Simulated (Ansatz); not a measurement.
# AlN: response to strain

AlN is deformed so: equal xx and yy strain of +2 %. What stress and forces result, by LAPW, PAW and all-electron datasets made for the crystal?

Computed with Ansatz 0.2.0 (DFT PBEsol, scalar-relativistic, unless a step's input says otherwise).

### 1 The system as given

Symmetry: P6_3mc, No. 186, hexagonal system. The conventional cell has a = 3.111 Å, b = 3.111 Å, c = 4.978 Å, α = 90.00°, β = 90.00°, γ = 120.00°. Around Al (site symmetry 3m) lie 4 N at 1.89 to 1.92 Å. N (site symmetry 3m) is surrounded by 4 Al at 1.89 to 1.92 Å.

As a file:

```
Al N
1.0
     3.11100    0.00000    0.00000
    -1.55550    2.69421    0.00000
     0.00000    0.00000    4.97800
Al N
2 2
Direct
  0.33333 0.66667 0.00000
  0.66667 0.33333 0.50000
  0.33333 0.66667 0.38500
  0.66667 0.33333 0.88500
```

Atoms are numbered in the order of the input: Al1, Al2, N3, N4.

### 2 The deformed structure

Space group P6_3mc before, P6_3mc after.

### 3 Full-potential LAPW

input.yaml

```yaml
crystal:
  lattice:
    - [3.1732221946, 0.0, 0.0]
    - [-1.5866110973, 2.7480910324, 0.0]
    - [0.0, 0.0, 4.978]
  atoms:
    - { symbol: Al, position: [0.3333333333, 0.6666666667, 0.0] }
    - { symbol: Al, position: [0.6666666667, 0.3333333333, 0.5] }
    - { symbol: "N", position: [0.3333333333, 0.6666666667, 0.385] }
    - { symbol: "N", position: [0.6666666667, 0.3333333333, 0.885] }
kpoints:
  mp_grid: { grid: [10, 10, 6] }
  band_path:
    path:
      - [0.0, 0.0, 0.0]
      - [0.5, 0.0, 0.0]
      - [0.3333333333, 0.3333333333, 0.0]
      - [0.0, 0.0, 0.0]
      - [0.0, 0.0, 0.5]
      - [0.5, 0.0, 0.5]
      - [0.3333333333, 0.3333333333, 0.5]
      - [0.0, 0.0, 0.5]
      - [0.5, 0.0, 0.5]
    npoints: 5
scf:
  occupations: { method: fermi_dirac, width: 0.03 }
hamiltonian:
  xc: pbesol
  pseudopotentials: { kind: all_electron, lapw: { basis_error: 0.001 } }
output:
  forces: true
  stress: true
  eigenvalues: true
```

Launch:

```bash
> ansatz run input.yaml --threads 1 --pin off --max-ram 4096MiB --backend cpu --events-out ev --progress --plain --runs-dir out
```

Standard output, cut to the lines that bear on the results:

```text
LAPW: plane waves up to 9.814 Å⁻¹, error target 1.0e-3 eV per atom; small_component_spin mean_spin; N in spheres of 0.921 Å, 7 of its electrons in bands, Dirac shells []; Al in spheres of 0.995 Å, 11 of its electrons in bands, Dirac shells []
[...]
Pseudopotentials: kind: all_electron
Pseudopotential: Al, LAPW, valence charge 11, Koelling and Harmon's equation, gaussian nucleus
Pseudopotential: N, LAPW, valence charge 7, Koelling and Harmon's equation, gaussian nucleus
Functional definition: PBEsol
[...]
Crystal: 4 atoms, lattice volume = 43.410 Å³
Basis set: ecut = 366.96337687010873 eV, 687 PW (Γ), exchange–correlation at level 2
Bands: 22, of which v1, the nominal top of the filled ones, is band 18 counted from 1 (17 counted from 0)
Symmetry: 12 space group operations
Space group: P63mc (ITA 186), of the structure as read, at distance tolerance 3.5e-5 Å
k-points: 56 of 600 (time reversal used)
[...]
SCF iter   1: F=—  HF=-16168.683923 eV  |F-HF|=—  |Δ(HF+E_count)|=         —  Δρ=1.40e-1  dr2=1.04e1  ethr=2.89e-2  ⟨swp⟩=2.0  Hψ=8444  notcnv=0
[...]
the basis was enlarged: its passes take 533.0 KiB over the memory plan, 1 of 1 planned eigensolver slots
[...]
SCF iter   8: F=-16164.218306 eV  HF=-16164.218306 eV  |F-HF|=6.70e-9  |Δ(HF+E_count)|=   7.83e-8  Δρ=5.78e-6  dr2=1.51e-8  ethr=5.13e-10  ⟨swp⟩=3.0  Hψ=3740  notcnv=0
[...]
NSCF: frozen V_eff on 41 k-points
SCF converged after 8 iterations
Free energy (F): -16164.218306 eV
[...]
E sigma→0 (E₀):  -16164.218306 eV
Fermi energy:    10.095227 eV
[...]
--- Forces (eV/Å), atoms counted from 1 ---
  atom   1  Al     0.00000000    -0.00000000    -0.01883614
  atom   2  Al    -0.00000000     0.00000000    -0.01883614
  atom   3  N     -0.00000000    -0.00000000     0.01883605
  atom   4  N      0.00000000     0.00000000     0.01883605
[...]
--- Stress (GPa, compression-positive) ---
       -9.121344      -0.000000      -0.000000
       -0.000000      -9.121344      -0.000000
       -0.000000      -0.000000      -3.336965
  P = ⅓ Tr σ = -7.1932 GPa (-71.932 kbar)
--- Band table (eV; the first three rows and the last of 56) ---
  k-point 0: bands = ["-364.1368", "-364.1368", "-92.2157", "-92.2147", "-53.9125", "-53.9026", "-53.8937", "-53.8937", "-53.8918", "-53.8918", "-6.8129", "-4.6616", "2.3148", "7.1784", "7.1784", "7.8827", "7.8827", "8.2391", "11.9352", "14.1875", "18.4627", "18.6983"]
[...]
```

It took 48 s on 1 thread of Arm Neoverse V1, shared host; peak memory 0.37 GiB.

Result: pressure -7.19 GPa; gap 3.70 eV, direct at Γ; largest force 0.019 eV/Å.

### 4 PAW with frozen cores

input.yaml

```yaml
crystal:
  lattice:
    - [3.1732221946, 0.0, 0.0]
    - [-1.5866110973, 2.7480910324, 0.0]
    - [0.0, 0.0, 4.978]
  atoms:
    - { symbol: Al, position: [0.3333333333, 0.6666666667, 0.0] }
    - { symbol: Al, position: [0.6666666667, 0.3333333333, 0.5] }
    - { symbol: "N", position: [0.3333333333, 0.6666666667, 0.385] }
    - { symbol: "N", position: [0.6666666667, 0.3333333333, 0.885] }
kpoints:
  mp_grid: { grid: [10, 10, 6] }
scf:
  occupations: { method: fermi_dirac, width: 0.03 }
hamiltonian:
  xc: pbesol
  pseudopotentials: { kind: paw }
output:
  forces: true
  stress: true
  eigenvalues: true
  efg: { contact_densities: true }
```

Launch:

```bash
> ansatz run input.yaml --threads 1 --pin off --max-ram 4096MiB --backend cpu --events-out ev --progress --plain --runs-dir out
```

Standard output, cut to the lines that bear on the results:

```text
[...]
Pseudopotentials: kind: paw
Pseudopotential: Al, paw, valence charge 3, recommended cutoff 420 eV (normal)
Pseudopotential: N, paw, valence charge 5, recommended cutoff 420 eV (normal)
[... 1 set-up line as earlier in the session ...]
[...]
Crystal: 4 atoms, lattice volume = 43.410 Å³
Basis set: ecut = 420 eV, 857 PW (Γ), exchange–correlation on 48×48×72 points (8 copies of the dense FFT grid, shifted against one another)
Bands: 12, of which v1, the nominal top of the filled ones, is band 8 counted from 1 (7 counted from 0)
[... 2 set-up lines as earlier in the session ...]
k-points: 56 of 600 (time reversal used)
[...]
SCF iter   1: F=—  HF=-1811.884679 eV  |F-HF|=—  |Δ(HF+E_count)|=         —  Δρ=1.02e-2  dr2=4.86e-2  ethr=1.77e-3  ⟨swp⟩=5.9  Hψ=4476  notcnv=0
[...]
       -0.000000       0.000000      -3.229166
  P = ⅓ Tr σ = -7.0804 GPa (-70.804 kbar)
--- PAW observables at the nuclei: V_zz in 10²¹ V/m², potentials from the cell's mean, atoms counted from 1 ---
  atom   1  Al V_zz =    +0.371142   η = 0.0000   by run symmetry: allowed
            electrostatic potential = -1230.541102 V   contact ρ = 10039.976908 e/Å³
  atom   2  Al V_zz =    +0.371142   η = 0.0000   by run symmetry: allowed
            electrostatic potential = -1230.541102 V   contact ρ = 10039.976908 e/Å³
  atom   3  N  V_zz =    -0.349895   η = 0.0000   by run symmetry: allowed
            electrostatic potential = -515.656786 V   contact ρ = 1402.808146 e/Å³
  atom   4  N  V_zz =    -0.349895   η = 0.0000   by run symmetry: allowed
            electrostatic potential = -515.656786 V   contact ρ = 1402.808146 e/Å³
--- Band table (eV; the first three rows and the last of 56) ---
  k-point 0: bands = ["-8.2788", "-6.1342", "0.8462", "5.7038", "5.7038", "6.4052", "6.4052", "6.7629", "10.4493", "12.7123", "16.9827", "17.2254"]
[...]
```

It took 4.8 s on 1 thread of Arm Neoverse V1, shared host; peak memory 0.33 GiB.

Result: pressure -7.08 GPa; gap on the k mesh 3.69 eV; largest force 0.020 eV/Å; Vzz Al1 0.37 (η = 0.00), N3 -0.35 (η = 0.00) (10²¹ V/m²).

### 5 Datasets made for this crystal

Edit input.yaml of step 4 so:

```diff
@@ -16,3 +16,3 @@
   xc: pbesol
-  pseudopotentials: { kind: paw }
+  pseudopotentials: { kind: all_electron, datasets: crystal }
 output:
```

Launch:

```bash
> ansatz run input.yaml --threads 1 --pin off --max-ram 4096MiB --backend cpu --events-out ev --progress --plain --runs-dir out
```

Standard output, cut to the lines that bear on the results:

```text
[...]
[... 1 set-up line as earlier in the session ...]
Pseudopotential: Al, paw, valence charge 11, recommended cutoff 340 eV (normal), Koelling and Harmon's equation, gaussian nucleus
Pseudopotential: N, paw, valence charge 5, recommended cutoff 340 eV (normal), Koelling and Harmon's equation, gaussian nucleus
[... 1 set-up line as earlier in the session ...]
[...]
Crystal: 4 atoms, lattice volume = 43.410 Å³
Basis set: ecut = 340 eV, 615 PW (Γ), exchange–correlation on 48×48×72 points (8 copies of the dense FFT grid, shifted against one another)
Bands: 12, of which v1, the nominal top of the filled ones, is band 8 counted from 1 (7 counted from 0)
[... 2 set-up lines as earlier in the session ...]
k-points: 56 of 600 (time reversal used)
[...]
  P = ⅓ Tr σ = -7.1966 GPa (-71.966 kbar)
  It holds what live shells' own plane waves past their cutoff add
--- PAW observables at the nuclei: V_zz in 10²¹ V/m², potentials from the cell's mean, atoms counted from 1 ---
  atom   1  Al V_zz =    +0.382323   η = 0.0000   by run symmetry: allowed
            electrostatic potential = -1229.072868 V   contact ρ = 10045.984110 e/Å³
  atom   2  Al V_zz =    +0.382323   η = 0.0000   by run symmetry: allowed
            electrostatic potential = -1229.072868 V   contact ρ = 10045.984110 e/Å³
  atom   3  N  V_zz =    -0.339250   η = 0.0000   by run symmetry: allowed
            electrostatic potential = -514.885033 V   contact ρ = 1403.048086 e/Å³
  atom   4  N  V_zz =    -0.339250   η = 0.0000   by run symmetry: allowed
            electrostatic potential = -514.885033 V   contact ρ = 1403.048086 e/Å³
--- Band table (eV; the first three rows and the last of 56) ---
  k-point 0: bands = ["-6.8129", "-4.6616", "2.3147", "7.1784", "7.1784", "7.8826", "7.8826", "8.2390", "11.9352", "14.1875"]
[...]
```

Wall time 14 s (1 thread of Arm Neoverse V1, shared host); peak memory 0.55 GiB.

This run gives: pressure -7.20 GPa; gap on the k mesh 3.70 eV; largest force 0.019 eV/Å; Vzz Al1 0.38 (η = 0.00), N3 -0.34 (η = 0.00) (10²¹ V/m²).

### 6 Stress and forces compared

Stress (GPa, compression positive):

| method | xx | yy | zz | yz | xz | xy |
| --- | --- | --- | --- | --- | --- | --- |
| LAPW | -9.12 | -9.12 | -3.34 | 0.00 | 0.00 | 0.00 |
| PAW | -9.01 | -9.01 | -3.23 | 0.00 | 0.00 | 0.00 |
| crystal datasets | -9.12 | -9.12 | -3.34 | 0.00 | 0.00 | 0.00 |

Forces (eV/Å):

| atom | LAPW x | LAPW y | LAPW z | PAW x | PAW y | PAW z | crystal datasets x | crystal datasets y | crystal datasets z |
| --- | --- | --- | --- | --- | --- | --- | --- | --- | --- |
| Al1 | 0.000 | 0.000 | -0.019 | 0.000 | 0.000 | -0.020 | 0.000 | 0.000 | -0.019 |
| Al2 | 0.000 | 0.000 | -0.019 | 0.000 | 0.000 | -0.020 | 0.000 | 0.000 | -0.019 |
| N3 | 0.000 | 0.000 | 0.019 | 0.000 | 0.000 | 0.020 | 0.000 | 0.000 | 0.019 |
| N4 | 0.000 | 0.000 | 0.019 | 0.000 | 0.000 | 0.020 | 0.000 | 0.000 | 0.019 |

| method | pressure (GPa) | gap on the k mesh (eV) | largest force (eV/Å) | Vzz Al1 (10²¹ V/m²) | Vzz N3 (10²¹ V/m²) | SCF cycles, by the record's count |
| --- | --- | --- | --- | --- | --- | --- |
| LAPW | -7.19 | 3.70 | 0.019 | – | – | 8 |
| PAW | -7.08 | 3.69 | 0.020 | 0.37 | -0.35 | 6 |
| crystal datasets | -7.20 | 3.70 | 0.019 | 0.38 | -0.34 | 8 |

### 7 What came out

```
                                 quantity                                              value
                                 pressure  LAPW -7.19, PAW -7.08, crystal datasets -7.20 GPa
largest shear or deviatoric stress (LAPW)                                           3.86 GPa
```

In words: The largest part of the stress beyond the pressure is 3.86 GPa in size, in the zz component; the atoms are carried along and not relaxed. No run of the undeformed cell stands beside it, so pressure and stress hold what the given cell had before the change, as far as its symmetry allows. PAW: stress within 0.12 GPa of LAPW. Crystal datasets: stress within 0.01 GPa of LAPW.
